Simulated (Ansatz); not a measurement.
# Density of states of MnO

```cif
data_structure
_symmetry_space_group_name_H-M 'P 1'
_symmetry_Int_Tables_number 1
_cell_length_a 3.1391
_cell_length_b 3.1391
_cell_length_c 3.1391
_cell_angle_alpha 60.000
_cell_angle_beta 60.000
_cell_angle_gamma 60.000
_cell_volume 21.87
loop_
_atom_site_label
_atom_site_type_symbol
_atom_site_fract_x
_atom_site_fract_y
_atom_site_fract_z
_atom_site_occupancy
Mn1 Mn 0.00000 0.00000 0.00000 1
O1 O 0.50000 0.50000 0.50000 1
```

The runs use the primitive cell with vectors (0.000, 2.220, 2.220), (2.220, 0.000, 2.220), (2.220, 2.220, 0.000) Å, to which the k mesh refers.

The conventional cell has a = 4.439 Å, b = 4.439 Å, c = 4.439 Å, α = 90.00°, β = 90.00°, γ = 90.00°. Mn (atom 1) has 6 O at 2.22 Å as nearest neighbours. Around O (atom 2) lie 6 Mn at 2.22 Å.

The structure comes from a relaxation in the same program, started in the rocksalt type, and has space group Fm-3m. Whether it is a known phase or the ground state wasn't checked.

Semilocal functionals without U often leave such compounds metallic or with too small a gap, and the real magnetic order may differ.

Other magnetic orders may lie lower; this is the state that the run reached.

Computed with DFT, PBE, all-electron LAPW, scalar-relativistic (Ansatz 0.2.0).

Settings: a Γ-centred 13×13×13 k mesh, Fermi–Dirac smearing of 0.05 eV, basis error target 1 meV/atom, spin-polarised from start moments Mn1 4 μB, ending with a cell moment of 4.74 μB.

Which of the resolved shells contributes most within 0.3 eV of the Fermi level?

Mn 3d, with 69 % of all states there; O 2p follows with 27 %.

Where is the centre of the filled Mn 3d states between -14 eV and the top of the filled states?

-2.82 eV from the Fermi level.

Tabulate the density of states.

States per eV and cell, averaged over 0.4 eV, from -8.2 to 6.8 eV, with energies (bin centres) from the Fermi level; empty bins are left out. The partial columns, the largest 4 alone, are projections on Löwdin-orthogonalised atomic shells (those that the program's projection atoms carry: the occupied ones and, for some elements, an empty d or f shell; other empty shells have no column), summed over atoms of an element and both spins. Weights on diffuse s and p shells depend on that basis and aren't pure angular character.
```csv
E (eV),spin-up,spin-down,Mn 3d,O 2p,Mn 4s,O 2s
-8.1,0.15,0.00,0.03,0.09,0.03,0.00
-7.7,0.44,0.00,0.08,0.27,0.07,0.00
-7.3,1.01,0.11,0.18,0.76,0.16,0.01
-6.9,0.64,0.40,0.13,0.76,0.12,0.01
-6.5,0.52,1.23,0.21,1.33,0.16,0.02
-6.1,1.83,0.49,0.65,1.56,0.06,0.01
-5.7,1.46,0.43,0.51,1.31,0.03,0.01
-5.3,0.86,0.81,0.33,1.28,0.02,0.01
-4.9,0.43,2.08,0.43,2.03,0.01,0.00
-4.5,0.13,1.31,0.18,1.23,0.00,0.00
-4.1,0.06,0.46,0.08,0.44,0.00,0.00
-3.7,0.18,0.17,0.17,0.18,0.00,0.00
-3.3,0.52,0.00,0.47,0.06,0.00,0.00
-2.9,1.05,0.00,0.96,0.08,0.00,0.00
-2.5,2.34,0.00,2.21,0.11,0.01,0.01
-2.1,3.71,0.00,3.33,0.32,0.03,0.01
-1.7,1.25,0.00,1.00,0.17,0.02,0.04
-1.3,0.93,0.00,0.67,0.20,0.02,0.03
-0.9,0.86,0.01,0.59,0.24,0.02,0.02
-0.5,0.80,0.11,0.62,0.27,0.01,0.01
-0.1,0.76,0.23,0.66,0.30,0.01,0.01
0.3,0.10,0.37,0.39,0.05,0.01,0.00
0.7,0.02,0.65,0.59,0.04,0.01,0.01
1.1,0.03,0.94,0.85,0.05,0.03,0.01
1.5,0.04,1.34,1.22,0.06,0.05,0.02
1.9,0.05,3.10,2.89,0.13,0.07,0.04
2.3,0.06,3.17,2.91,0.14,0.09,0.07
2.7,0.08,1.04,0.85,0.13,0.08,0.04
3.1,0.11,1.01,0.80,0.18,0.09,0.03
3.5,0.16,0.71,0.54,0.17,0.11,0.02
3.9,0.20,0.08,0.02,0.05,0.12,0.02
4.3,0.22,0.10,0.02,0.06,0.14,0.02
4.7,0.24,0.16,0.02,0.07,0.17,0.02
5.1,0.30,0.19,0.02,0.07,0.24,0.01
5.5,0.29,0.20,0.02,0.06,0.24,0.01
5.9,0.25,0.21,0.02,0.05,0.22,0.01
6.3,0.22,0.23,0.02,0.05,0.21,0.01
6.7,0.16,0.24,0.01,0.04,0.21,0.00
```
